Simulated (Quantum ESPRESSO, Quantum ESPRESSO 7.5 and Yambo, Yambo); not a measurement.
## ZnSe (Stilleite): G0W0 with Yambo, start to end

How does a plane-wave GW calculation on ZnSe (Stilleite) run from the first input to the gap?

Program: Quantum ESPRESSO 7.5 and Yambo 5.3.0. Level of theory: PBE and many-body steps on it, plane waves. Results are calculated unless marked as measured.

**What was measured.**

- Gap 2.695 ± 0.003 eV: excitonic gap from free-exciton PL, not corrected for exciton binding; photoluminescence; 300 K; bulk crystal (Bridgman-grown crystal, polished and etched) (“Alloy Disordering Effects on the Thermal Conductivity and Energy Gap Temperature Dependence of Cd1−xZnxSe Ternary Crystals Grown by the Bridgman Method”, 2023, pmc:10253836).

Most raw output is cut from this account.

**1. Starting point**

Symmetry: F-43m, No. 216, cubic system. Conventional cell: a = 5.668 Å, b = 5.668 Å, c = 5.668 Å, α = 90.00°, β = 90.00°, γ = 90.00°. Zn has 4 Se at 2.45 Å nearest. Nearest to Se lie 4 Zn at 2.45 Å. Farther neighbours and most contacts between anions are not listed.

The cell and positions come from the Crystallography Open Database and are kept as given unless a step says otherwise.

**2. Ground state**

This step: Quantum ESPRESSO 7.5; DFT, PBE, plane waves, norm-conserving pseudopotentials.

The ground-state density comes first.

Input file pw.in:

```
&control
  calculation = 'scf'
  prefix = 'x'
  outdir = 'o'
  pseudo_dir = 'pseudo'
/
&system
  ibrav = 0
  nat = 2
  ntyp = 2
  ecutwfc = 78.0
  nbnd = 23
  force_symmorphic = .true.
/
&electrons
  conv_thr = 1e-10
  electron_maxstep = 80
  mixing_beta = 0.5
/
ATOMIC_SPECIES
  Zn 65.38 Zn.upf
  Se 78.971 Se.upf
CELL_PARAMETERS angstrom
  -0.0000000000 2.8338000000 2.8338000000
  2.8338000000 -0.0000000000 2.8338000000
  2.8338000000 2.8338000000 0.0000000000
ATOMIC_POSITIONS crystal
  Zn 0.0000000000 0.0000000000 0.0000000000
  Se 0.2500000000 0.2500000000 0.2500000000
K_POINTS automatic
  6 6 6 0 0 0
```

Launch:

```
$ OMP_NUM_THREADS=1 mpirun -n 4 pw.x -nk 4 -in pw.in > pw.out
```

Run time: 7.7 s. Hardware: 4 MPI ranks of Arm Neoverse V1, shared host; peak memory 0.27 GiB.

This step gave:

```
total energy               : -8988.7273 eV
gap                        : 1.288 eV
k of the valence top       : 0, 0, 0
k of the conduction bottom : 0, 0, 0
least direct gap           : 1.288 eV
```

The gap is direct, at Γ.

**3. Bands along the symmetry lines**

The cheap functional maps the bands first; the places of the edges decide which points the dearer methods must see.

Input file pw.in:

```
&control
  calculation = 'bands'
  prefix = 'x'
  outdir = 'o'
  pseudo_dir = 'pseudo'
/
&system
  ibrav = 0
  nat = 2
  ntyp = 2
  ecutwfc = 78.0
  nbnd = 24
  force_symmorphic = .true.
/
&electrons
  conv_thr = 1e-9
  electron_maxstep = 80
  diago_full_acc = .true.
  diago_thr_init = 5e-6
/
ATOMIC_SPECIES
  Zn 65.38 Zn.upf
  Se 78.971 Se.upf
CELL_PARAMETERS angstrom
  -0.0000000000 2.8338000000 2.8338000000
  2.8338000000 -0.0000000000 2.8338000000
  2.8338000000 2.8338000000 0.0000000000
ATOMIC_POSITIONS crystal
  Zn 0.0000000000 0.0000000000 0.0000000000
  Se 0.2500000000 0.2500000000 0.2500000000
K_POINTS crystal
  50
  0.00000000 0.00000000 0.00000000 1
  -0.06250000 -0.06250000 0.00000000 1
  -0.12500000 -0.12500000 0.00000000 1
  -0.18750000 -0.18750000 0.00000000 1
  -0.25000000 -0.25000000 0.00000000 1
  -0.31250000 -0.31250000 0.00000000 1
  -0.37500000 -0.37500000 0.00000000 1
  -0.43750000 -0.43750000 0.00000000 1
  -0.50000000 -0.50000000 0.00000000 1
  -0.48437500 -0.48437500 0.03125000 1
  -0.46875000 -0.46875000 0.06250000 1
  -0.45312500 -0.45312500 0.09375000 1
  -0.43750000 -0.43750000 0.12500000 1
  -0.42187500 -0.42187500 0.15625000 1
  -0.40625000 -0.40625000 0.18750000 1
  -0.39062500 -0.39062500 0.21875000 1
  -0.37500000 -0.37500000 0.25000000 1
  -0.37500000 0.00000000 0.37500000 1
  -0.32812500 0.00000000 0.32812500 1
  -0.28125000 0.00000000 0.28125000 1
  -0.23437500 0.00000000 0.23437500 1
  -0.18750000 0.00000000 0.18750000 1
  -0.14062500 0.00000000 0.14062500 1
  -0.09375000 0.00000000 0.09375000 1
  -0.04687500 0.00000000 0.04687500 1
  0.00000000 0.00000000 0.00000000 1
  0.00000000 0.00000000 0.06250000 1
  0.00000000 0.00000000 0.12500000 1
  0.00000000 0.00000000 0.18750000 1
  0.00000000 0.00000000 0.25000000 1
  0.00000000 0.00000000 0.31250000 1
  0.00000000 0.00000000 0.37500000 1
  0.00000000 0.00000000 0.43750000 1
  0.00000000 0.00000000 0.50000000 1
  -0.06250000 -0.03125000 0.46875000 1
  -0.12500000 -0.06250000 0.43750000 1
  -0.18750000 -0.09375000 0.40625000 1
  -0.25000000 -0.12500000 0.37500000 1
  -0.31250000 -0.15625000 0.34375000 1
  -0.37500000 -0.18750000 0.31250000 1
  -0.43750000 -0.21875000 0.28125000 1
  -0.50000000 -0.25000000 0.25000000 1
  -0.50000000 -0.28125000 0.21875000 1
  -0.50000000 -0.31250000 0.18750000 1
  -0.50000000 -0.34375000 0.15625000 1
  -0.50000000 -0.37500000 0.12500000 1
  -0.50000000 -0.40625000 0.09375000 1
  -0.50000000 -0.43750000 0.06250000 1
  -0.50000000 -0.46875000 0.03125000 1
  -0.50000000 -0.50000000 0.00000000 1
```

The job ended after 5.8 s (4 MPI ranks; peak memory 0.23 GiB).

This step gave:

```yaml
gap: 1.288 eV
k_of_the_valence_top: 0, 0, 0
k_of_the_conduction_bottom: 0, 0, 0
least_direct_gap: 1.288 eV
```

The gap is 1.288 eV, as in the run before at this level.

The electronic bands at the labelled points (eV, zero at the top of the highest filled band):

```tsv
point	band 15	band 16	band 17	band 18	band 19	band 20	band 21	band 22
Γ	-6.17	0.00	0.00	0.00	1.29	5.81	5.81	5.81
halfway	-6.15	-2.88	-1.25	-1.25	3.93	4.03	8.04	8.04
X	-5.99	-4.75	-2.18	-2.18	2.99	3.47	10.73	11.26
halfway	-5.96	-4.73	-2.56	-2.08	3.26	4.06	9.96	10.51
U	-5.91	-4.71	-3.08	-1.79	3.59	5.60	9.05	9.28
jump to K	-5.91	-4.71	-3.08	-1.79	3.59	5.60	9.05	9.28
halfway	-6.15	-3.33	-1.73	-0.49	3.79	5.97	6.67	6.69
Γ	-6.17	0.00	0.00	0.00	1.29	5.81	5.81	5.81
halfway	-6.17	-3.04	-0.48	-0.48	2.75	6.45	6.45	6.57
L	-6.01	-5.22	-0.87	-0.87	2.55	6.39	6.39	8.57
halfway	-5.96	-4.89	-2.40	-1.46	4.23	5.56	7.42	8.67
W	-5.87	-4.68	-2.76	-2.66	5.48	5.56	6.97	7.72
halfway	-5.93	-4.72	-2.48	-2.43	3.88	4.29	9.22	9.31
X	-5.99	-4.75	-2.18	-2.18	2.99	3.47	10.73	11.26
```

**4. Empty states on the mesh, 4×4×4 mesh, 121 bands**

The sums over transitions need many empty states on a uniform mesh; this step solves for them.

Input file pw.in:

```
&control
  calculation = 'nscf'
  prefix = 'x'
  outdir = 'o'
  pseudo_dir = 'pseudo'
/
&system
  ibrav = 0
  nat = 2
  ntyp = 2
  ecutwfc = 78.0
  nbnd = 121
  force_symmorphic = .true.
/
&electrons
  conv_thr = 1e-9
  electron_maxstep = 80
  diago_full_acc = .true.
  diago_thr_init = 5e-6
/
ATOMIC_SPECIES
  Zn 65.38 Zn.upf
  Se 78.971 Se.upf
CELL_PARAMETERS angstrom
  -0.0000000000 2.8338000000 2.8338000000
  2.8338000000 -0.0000000000 2.8338000000
  2.8338000000 2.8338000000 0.0000000000
ATOMIC_POSITIONS crystal
  Zn 0.0000000000 0.0000000000 0.0000000000
  Se 0.2500000000 0.2500000000 0.2500000000
K_POINTS automatic
  4 4 4 0 0 0
```

Run time: 7.7 s. Hardware: 4 MPI ranks; peak memory 0.34 GiB; 31 s of CPU time.

This step gave:

```
gap                                                           : 1.288 eV
k of the valence top                                          : 0, 0, 0
k of the conduction bottom                                    : 0, 0, 0
least direct gap                                              : 1.288 eV
k points computed                                             : 8
lowest point of the top converged band, above the valence top : 88.1516 eV
```

On this mesh the gap is 1.288 eV.

**5. Conversion and set-up**

This step: Yambo 5.3.0; conversion and set-up on PBE, plane waves, norm-conserving pseudopotentials.

The states are converted to the many-body program's format and the q mesh is built.

Launch:

```
$ (cd o/x.save; p2y > p2y.log; mv SAVE ../..); yambo > setup.log
```

The job ended after 2.5 s (1 MPI rank; peak memory 0.25 GiB).

**6. Screening and self-energy, 4×4×4 mesh, 121 bands, screening to 129.3 eV**

G0W0 replaces the xc potential by the self-energy, built once from these orbitals. Only a window of levels is corrected, while the sums run over the empty bands that the input names.

This step: G0W0 on PBE, plane waves, norm-conserving pseudopotentials.

Input file gw1.in:

```
HF_and_locXC
gw0
dyson
ppa
em1d
rim_cut
RandQpts= 1000000
RandGvec= 1 RL
EXXRLvcs= 78 Ry
VXCRLvcs= 312 Ry
Chimod= "HARTREE"
% BndsRnXp
 1 | 121 |
%
NGsBlkXp= 9.5 Ry
% LongDrXp
 1 | 1 | 1 |
%
% GbndRnge
 1 | 121 |
%
DysSolver= "n"
ExtendOut
PPAPntXp= 27.21138 eV
% QPkrange
 1 | 8 | 16 | 23 |
%
```

Launch:

```
$ OMP_NUM_THREADS=1 mpirun -n 4 yambo -F gw1.in -J gw1 -C gw1 > gw1.log
```

Wall time 4.6 min (4 MPI ranks); peak memory 1.8 GiB.

Numbers from this step:

```
G0W0 gap on the mesh                         : 2.560 eV
starting gap on the mesh                     : 1.288 eV
k of the valence top                         : 0, 0, 0
k of the conduction bottom                   : 0, 0, 0
least direct G0W0 gap on the computed points : 2.560 eV
Z at the valence top                         : 0.7968
Z at the conduction bottom                   : 0.8130
```

The gap on the mesh goes from 1.29 eV to 2.56 eV, a correction of +1.27 eV.

Limits: finite bands, cutoff and mesh; exchange with frozen shells missing; no spin-orbit coupling; coarse k mesh. v1 is the top filled band, c1 the lowest empty one. The levels before and after the correction (eV, zero at the valence-band top of each column):

```tsv
	conduction bottom	valence top
Kohn-Sham	1.29	0.00
G0W0	2.56	0.00
```

```tsv
	level	energy (eV)
Kohn-Sham	Γ v3-v1	0.000
Kohn-Sham	Γ c1	1.288
Kohn-Sham	Γ c2-c4	5.815
G0W0	Γ v3-v1	0.000
G0W0	Γ c1	2.560
G0W0	Γ c2-c4	7.513
```

**7. Where the time went**

Times are wall times on the hardware named with each run, good to a factor of about two.

```tsv
step	time	share	memory (GiB)
ground state	7.7 s	3 %	0.27
bands along the symmetry lines	5.8 s	2 %	0.23
empty states on the mesh	7.7 s	3 %	0.34
conversion and set-up	2.5 s	1 %	0.25
screening and self-energy	4.6 min	92 %	1.8
```

**8. Outcome**

```json
{"PBE gap": "1.29 eV, direct", "G0W0 gap on the mesh": "2.56 eV", "GW settings": "4×4×4 mesh, 121 bands, screening to 129.3 eV, Godby-Needs plasmon pole", "known limits": "not at the basis limit; exchange with frozen shells missing; no spin-orbit coupling; coarse k mesh"}
```

What this shows: G0W0 moves the gap on the mesh from 1.29 eV to 2.56 eV (+1.27 eV), with Z of 0.80 and 0.81 at the edges. The dearest step here is «screening and self-energy». Against experiment, by G0W0@PBE: the direct gap of 2.56 eV lies −0.13 eV from the measured 2.695 ± 0.003 eV (exciton, 300 K, 2023). An exciton line or allowed optical edge lies below the quasiparticle gap by the binding energy; a forbidden edge can push the onset above it. The calculation has static nuclei and no excitons; a measured gap holds zero-point and thermal motion, which mostly lowers it. Bands and cutoff are finite, so the gap is not at the basis limit. The miss can reach some tenths of an eV and take either sign; the mesh is an error of its own. The 4×4×4 mesh is coarse for this cell, which bears on the long-range parts of exchange and screening. The norm-conserving file of at least one element keeps a d shell over frozen s and p shells of the same row. Exchange with those shells is missing from the self-energy, an error of 0.3 to 0.9 eV in cases checked, whose sign depends on which edge lies on those atoms. The many-body steps are scalar-relativistic: spin-orbit coupling is not in them.

[Paths, hosts, dates, memory and timing lines, banners, echoed tables and standing remarks are left out of the program output.]

[Logs are printed without paths, hosts, clocks, repeated set-up lines and the standing remarks that a program may print on its own settings, such as how far it seeks lower states.]

[Runs of the session that timed out or met a known fault of the program may be left out.]

[Hosts, paths, dates, database ids (printed as entryN), source tags and the programs' standing remarks are cut or masked in the printed files.]
